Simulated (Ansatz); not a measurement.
Computed with Ansatz 0.2.0, DFT PBE, scalar-relativistic, plane waves, PAW. Settings: cutoff 420 eV, Γ-centred meshes spaced at most about 0.3 Å⁻¹, and about 0.25 Å⁻¹ or finer for metals (2π included), Gaussian smearing. No spin polarisation.

All energies are static (0 K, no zero-point motion).

Problem. Order these relaxed structures of Bi4Te3 by energy, lowest first, with the energy over the lowest of them.
A.

```xyz
7
Lattice="6.5036 0.0000 0.0000 0.0000 6.5036 0.0000 0.0000 0.0000 6.5036" Properties=species:S:1:pos:R:3 pbc="T T T"
Bi    5.3058    1.1978    1.1978
Bi    1.1978    5.3058    1.1978
Bi    1.1978    1.1978    5.3058
Bi    5.3058    5.3058    5.3058
Te    3.2518    3.2518    0.0000
Te    3.2518    0.0000    3.2518
Te    0.0000    3.2518    3.2518
```

B.

```xyz
7
Lattice="5.8576 0.0000 0.0000 -2.9288 5.0728 0.0000 0.0000 0.0000 10.5366" Properties=species:S:1:pos:R:3 pbc="T T T"
Bi    0.0000    3.3819    3.7071
Bi    0.0000    3.3819    6.8295
Bi    2.9288    1.6909    6.8295
Bi    2.9288    1.6909    3.7071
Te    2.9288    0.0000    0.0000
Te   -1.4644    2.5364    0.0000
Te    1.4644    2.5364    0.0000
```

C.

```xyz
7
Lattice="7.3589 0.0000 0.0000 0.0000 7.3589 0.0000 0.0000 0.0000 7.9759" Properties=species:S:1:pos:R:3 pbc="T T T"
Bi    5.8578    3.6794    3.9879
Bi    1.5011    3.6794    3.9879
Bi    3.6794    5.8578    3.9879
Bi    3.6794    1.5011    3.9879
Te    3.6794    3.6794    1.4610
Te    3.6794    3.6794    6.5149
Te    0.0000    0.0000    3.9879
```

Solution. A (0 meV/atom), B (215 meV/atom), C (355 meV/atom). Forms: A P-43m; B P6/mmm; C P4/mmm. Counting Te atoms around Bi (those within 1.25 times the shortest such distance or 1.15 times the sum of covalent radii, 1.27 where that leaves under three; a plus sign parts nearer from farther groups; the shortest distance is added where it exceeds 1.18 times the sum of covalent radii): A has Bi 3; B has Bi 3 from 4.1 Å; C has Bi 2+2. B holds Te–Te nets (shortest 2.93 Å); C holds Te–Te pairs (shortest 2.92 Å) (bonds between like non-metal atoms; other contacts aren't counted). All come from invented guesses. The lowest form computed isn't among them: it has space group R-3m (No. 166), 36.0 Å³/atom, is reached from a cell as deposited in COD and lies 248 meV/atom below the best shown. Even the lowest of the cells shown lies +0.07 eV/atom against the elements.

Weakly bound directions are ill-defined at this level, which has no dispersion term (P6/mmm), and this can change margins and order among such cells. Spin–orbit coupling, which can matter for Bi and Te, is left out. Cells relaxed within their symmetry can be saddle points. Some structure types and database cells were kept out of the candidates from the start, so a known form may be missing.
